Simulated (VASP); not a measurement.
Te:

```
Te
1.0
     4.45400    0.00000    0.00000
    -2.22700    3.85728    0.00000
     0.00000    0.00000    5.92400
Te
3
Direct
  0.73100 0.73100 0.00000
  0.00000 0.26900 0.66667
  0.26900 0.00000 0.33333
```

| Property | Result |
| --- | --- |
| Program | VASP 6.6.1 |
| Task | single point |
| Functional | PBE |
| Potentials or basis | VASP PAW PBE potentials, release 64 (Te) |
| Cutoff | 520 eV |
| k mesh | 7 × 7 × 5 |
| Occupations | fermi-dirac, width 0.05 eV |
| Spin | no spin polarisation |

On this cell: pressure 1.5 GPa; largest force 0.160 eV/Å; band gap on the k mesh 0.63 eV, indirect (least direct gap 0.78 eV).

The same run follows on a disturbed copy (atoms moved at random, drawn with an rms of 0.05 Å):

```xyz
3
Lattice="4.4540 0.0000 0.0000 -2.2270 3.8573 0.0000 0.0000 0.0000 5.9240" Properties=species:S:1:pos:R:3 pbc="T T T"
Te    1.6178    2.8015   -0.0059
Te   -0.5910    1.0740    3.9915
Te    1.1950    0.0424    1.9730
```

Problem. What does the disturbed cell give?

Solution. The energy moves by +0.5 meV/atom; pressure 1.1 GPa; largest force 0.216 eV/Å; band gap on the k mesh 0.48 eV, indirect (least direct gap 0.70 eV).

Forces on the atoms (eV/Å):
```
Te  -0.033 -0.001  0.128
Te  -0.074  0.066 -0.192
Te   0.107 -0.066  0.065
```

Stress tensor (GPa, compression positive):
```
 1.02 -0.10 -0.04
-0.10  0.98 -0.15
-0.04 -0.15  1.35
```

Caveats: spin-orbit coupling is left out, which moves the levels of the heavy elements; an odd mesh through Γ misses points on the zone boundary, where band edges often lie.
